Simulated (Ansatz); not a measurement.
# HfN (Fm-3m) in Ansatz: further runs

Aim: see how the results for HfN move with the level of theory and the settings. Levels: PBE, PBE+D3(BJ). Tasks: single point, relaxation of cell and atoms.

Everything below comes from runs of Ansatz 0.2.0. Logs are shortened: lines on timing, memory, paths and dates and some standing lists are left out, and cuts for length are marked.

### Step 1. The crystal as given

Symmetry: Fm-3m, No. 225, cubic system. The conventional cell has a = 4.512 Å, b = 4.512 Å, c = 4.512 Å, α = 90.00°, β = 90.00°, γ = 90.00°. Hf (site symmetry m-3m) is surrounded by 6 N at 2.26 Å. Around N (site symmetry m-3m) lie 6 Hf at 2.26 Å.

### Step 2. Single point, PBE

input.yaml reads:

```yaml
crystal:
  lattice:
    - [0.0, 2.256, 2.256]
    - [2.256, 0.0, 2.256]
    - [2.256, 2.256, 0.0]
  atoms:
    - { symbol: Hf, position: [0.0, 0.0, 0.0] }
    - { symbol: "N", position: [0.5, 0.5, 0.5] }
hamiltonian:
  xc: pbe
  pseudopotentials: { kind: paw }
kpoints:
  mp_grid: { grid: [10, 10, 10] }
scf:
  occupations: { method: gaussian, width: 0.028 }
output:
  forces: true
  stress: true
  eigenvalues: true
```

Potentials or basis: Ansatz PAW.

Launch:

```
> ansatz run input.yaml --threads 2 --pin off --max-ram 5632MiB --backend cpu --events-out ev --progress --plain --runs-dir out
```

Standard output:

```text
Warning: RAYON_NUM_THREADS=2 ignored (pool sized by the plan → 2); use --threads N
Engine: ansatz 0.2.0, aarch64-unknown-linux-gnu
Pseudopotentials: kind: paw
Pseudopotential: Hf, paw, valence charge 26, recommended cutoff 420 eV (normal), Hf.paw.azcp
Pseudopotential: N, paw, valence charge 5, recommended cutoff 420 eV (normal), N.paw.azcp
Functional definition: PBE
  parameter kappa = 0.804
  parameter beta = 0.06672455060314922
  exchange = pbe_x(kappa = kappa, mu = beta*pi^2/3)
  correlation = pbe_c(beta = beta)
Crystal: 2 atoms, lattice volume = 22.964 Å³
Basis set: ecut = 420 eV, 459 PW (Γ), exchange–correlation on 48×48×48 points (8 copies of the dense FFT grid, shifted against one another)
Bands: 20, of which v1, the nominal top of the filled ones, is band 16 counted from 1 (15 counted from 0)
Symmetry: 48 space group operations
Space group: Fm-3m (ITA 225), of the structure as read, at distance tolerance 2.8e-5 Å
k-points: 47 of 1000
Non-local potential: Hf, projectors of the file, l = 0: 3, l = 1: 2, l = 2: 2, l = 3: 3
Non-local potential: N, projectors of the file, l = 0: 2, l = 1: 2, l = 2: 1
PAW form: soft (Blöchl's): semilocal exchange-correlation on the pseudo side does not see the compensation charge
PAW one-centre angular grid: Hf, 590 points (default); XC on 64 Gauss nodes
PAW one-centre angular grid: N, 110 points (default); XC on 64 Gauss nodes
Initial density: superposition of atomic densities (neutral atoms: chi_scale 0, normalization atom), corrected by the library's trained network
Initial wavefunctions: pseudopotential atomic-orbital guess
Functional: x = pbe(κ = 0.804, μ = 0.2195149727645171), c = pbe(β = 0.06672455060314922)
SCF iter   1: F=—  HF=-16108.671950 eV  |F-HF|=—  |Δ(HF+E_count)|=         —  Δρ=4.97e-3  dr2=6.88e-3  ethr=1.77e-3  ⟨swp⟩=5.4  Hψ=3873  notcnv=0
preconditioner: auto → none  [insulator: Δε(μ)=0.057 eV  Ē_g=19.047 eV  σ=0.028 eV  W_gap=0.78  n_scr=14 (ndim 8)  ℏωp=41.7 eV  f_vac=0.000  D(μ)=0.51/eV (n_scr^D=0)  ε∞_Penn≈5.8]
SCF iter   2: F=—  HF=-16108.670180 eV  |F-HF|=—  |Δ(HF+E_count)|=   1.77e-3  Δρ=1.44e-3  dr2=5.30e-4  ethr=2.22e-5  ⟨swp⟩=2.1  Hψ=1611  notcnv=0  defer=19
SCF iter   3: F=—  HF=-16108.670030 eV  |F-HF|=—  |Δ(HF+E_count)|=   1.50e-4  Δρ=3.38e-4  dr2=1.31e-5  ethr=1.71e-6  ⟨swp⟩=2.0  Hψ=1122  notcnv=0  defer=19
SCF iter   4: F=—  HF=-16108.670019 eV  |F-HF|=—  |Δ(HF+E_count)|=   1.10e-5  Δρ=7.24e-5  dr2=8.52e-7  ethr=4.22e-8  ⟨swp⟩=2.1  Hψ=1689  notcnv=0  defer=19
SCF iter   5: F=—  HF=-16108.670018 eV  |F-HF|=—  |Δ(HF+E_count)|=   5.21e-7  Δρ=9.74e-6  dr2=6.07e-9  ethr=2.75e-9  ⟨swp⟩=2.3  Hψ=1689  notcnv=0  defer=19
SCF iter   6: F=-16108.670018 eV  HF=-16108.670018 eV  |F-HF|=3.72e-9  |Δ(HF+E_count)|=   7.04e-8  Δρ=3.23e-6  dr2=1.32e-9  ethr=1.96e-11  ⟨swp⟩=6.4  Hψ=3912  notcnv=0
SCF 1 converged in 6 iterations: F = -16108.670018 eV  dr2 = 1.32e-9
SCF converged after 6 iterations
Free energy (F): -16108.670018 eV
Harris-Foulkes:  -16108.670018 eV  (|F-HF|=3.72e-9)
Internal energy: -16108.669816 eV  (E = F + TS)
E sigma→0 (E₀):  -16108.669917 eV
Entropy (-TS):   -0.000203 eV (-0.101 meV/atom)
Fermi energy:    24.034382 eV
--- Per-component energies (eV) ---
  E_band       = 185.541333
  E_kinetic    = 557.658002
  E_local      = -4708.222220  (includes V_loc(G=0)·N_el)
  E_nonlocal   = -1198.342038
  E_hartree    = 2237.780760
  E_xc         = -361.949773
  E_vxc        = -345.256963  (∫ρ·V_xc dr)
  E_paw        = -7054.904066  (= ΣΔE_a)
  E_vpaw       = 1404.139862  (= ΣTr[D̂ρ^β])
  E_aug_tail   = 0.000095  (compensation charges beyond the density's cutoff)
  E_ewald      = -5580.690577
  E_smearing   = -0.000203  (= −TS)
  E_closure    = 0.000000  (closes the sum)
  Σ components = -16108.670018   (vs F -16108.670018, Δ=0.00e0)
--- Forces (eV/Å), atoms counted from 1 ---
  atom   1  Hf    -0.00000000     0.00000000    -0.00000000
  atom   2  N      0.00000000     0.00000000    -0.00000000
  max |Σ_I F_I| component: 9.47e-30 eV/Å
--- Stress (GPa, compression-positive) ---
        6.590149       0.000000      -0.000000
        0.000000       6.590149      -0.000000
       -0.000000      -0.000000       6.590149
  P = ⅓ Tr σ = 6.5901 GPa (65.901 kbar)
--- Band table (eV; the first three rows and the last of 47) ---
  k-point 0: bands = ["-38.7334", "-7.1366", "-7.1366", "-7.1366", "6.4339", "11.3290", "11.3290", "11.3290", "11.3627", "11.4638", "11.4638", "11.4638", "21.0355", "21.0355", "21.0355", "23.6234", "23.6234", "23.6234", "25.7846", "25.9558"]
  k-point 1: bands = ["-38.7275", "-7.2387", "-7.1450", "-7.1450", "6.6583", "11.3316", "11.3375", "11.3375", "11.3678", "11.4567", "11.4567", "11.4641", "20.1049", "20.4743", "20.4743", "23.8662", "23.9553", "23.9553", "26.4850", "26.6990"]
  k-point 2: bands = ["-38.7119", "-7.4960", "-7.1669", "-7.1669", "7.2557", "11.3465", "11.3605", "11.3605", "11.3826", "11.4391", "11.4391", "11.4649", "18.4237", "19.4493", "19.4493", "24.2673", "24.7780", "24.7780", "27.9308", "28.3686"]
  k-point 46: bands = ["-38.6503", "-7.7763", "-7.6243", "-7.4848", "8.0290", "11.3811", "11.3902", "11.3947", "11.4161", "11.4180", "11.4416", "11.4743", "18.0353", "18.4459", "18.6037", "23.9606", "26.3086", "29.4006", "29.5470", "30.3046"]
```

Wall time 0.81 s (2 threads of Arm Neoverse V1, shared host); peak memory 0.29 GiB.

What came out:

```
Free energy            : -16108.6700 eV
Pressure               : 6.6 GPa
Band gap on the k mesh : none (metal or under the smearing width)
```

Caveat: the pressure holds a Pulay correction of +0.5 GPa for the finite cutoff.

### Step 3. Relaxation of cell and atoms, PBE+D3(BJ)

Edit input.yaml of step 2 so:

```diff
@@ -11,2 +11,3 @@
   pseudopotentials: { kind: paw }
+  dispersion: d3bj
 kpoints:
@@ -14,3 +15,3 @@
 scf:
-  occupations: { method: gaussian, width: 0.028 }
+  occupations: { method: fermi_dirac, width: 0.05 }
 output:
@@ -18,2 +19,5 @@
   stress: true
-  eigenvalues: true
+relax:
+  f_tol: 0.01
+  max_steps: 40
+  cell: { stress_tol: 0.05 }
```

Potentials or basis: Ansatz PAW.

Launch:

```
> ansatz run input.yaml --threads 2 --pin off --max-ram 5632MiB --backend cpu --events-out ev --progress --plain --runs-dir out
```

Run time: 2.7 s. Hardware: 2 threads of Arm Neoverse V1, shared host; peak memory 0.31 GiB.

The run converged. Its results:

| Item | Value |
| --- | --- |
| Free energy | -16109.4493 eV |
| Relaxed volume | 11.52 Å³/atom |
| Relaxed cell | a = 3.194 Å, b = 3.194 Å, c = 3.194 Å, α = 60.00°, β = 60.00°, γ = 60.00° |
| Space group after relaxing (to 0.05 Å) | Fm-3m (No. 225) |
| Energy gained by relaxing | 0.1 meV/atom |
| Ionic steps | 4 |
| Pressure after relaxing | 0.0 GPa |

Step by step:
```tsv
step	energy change (eV)	largest force (eV/Å)	volume (Å³)
1	0.0000	0.0000	22.96
2	0.0002	0.0000	23.08
3	0.0000	0.0000	23.04
4	-0.0002	0.0000	23.04
```

Final structure:
```yaml
crystal:
  lattice:
    - [0.00000, 2.25849, 2.25849]
    - [2.25849, 0.00000, 2.25849]
    - [2.25849, 2.25849, 0.00000]
  atoms:
    - { symbol: Hf, position: [0.00000, 0.00000, 0.00000] }
    - { symbol: N, position: [0.50000, 0.50000, 0.50000] }
```

Caveat: the plane-wave basis is chosen anew once the cell has moved, so the energies of steps on either side of that aren't comparable; the pressure holds a Pulay correction of +0.5 GPa for the finite cutoff. Zero-point motion and thermal expansion aren't in these numbers.
